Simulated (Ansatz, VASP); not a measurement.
## Two plane-wave programs on MoS2

```
CELL_PARAMETERS angstrom
3.18413 0.00000 0.00000
-1.59206 2.75753 0.00000
0.00000 0.00000 17.33460
ATOMIC_POSITIONS crystal
Mo 0.00000 0.00000 0.00000
S 0.33333 0.66667 0.91051
S 0.33333 0.66667 0.08949
```

Alike in both runs: task single point; functional PBEsol; k mesh 10 × 10 × 2; occupations fermi-dirac, width 0.05 eV; no spin polarisation.

```csv
,VASP,Ansatz
version,VASP 6.6.1,Ansatz 0.2.0
potentials or method,"VASP PAW PBE potentials, release 64 (Mo_sv, S)",Ansatz PAW
plane-wave cutoff (eV),520,420
valence electrons in the cell,26,26
```

```csv
,VASP,Ansatz,Ansatz less VASP
gap on the k mesh at the Fermi level (eV),1.74,1.73,-0.012
least direct gap on the mesh (eV),1.93,1.93,-0.004
rms of the force components (eV/Å),0.069,0.070,+0.0012
```

Atom by atom the forces differ by 0.001 eV/Å (rms over components).

Caveats: the PAW data sets were made with another functional, which shifts forces and pressure a little (VASP); the PAW data sets come from PBE, with cores solved anew for the run's functional, which leaves a small shift of forces and pressure (Ansatz).
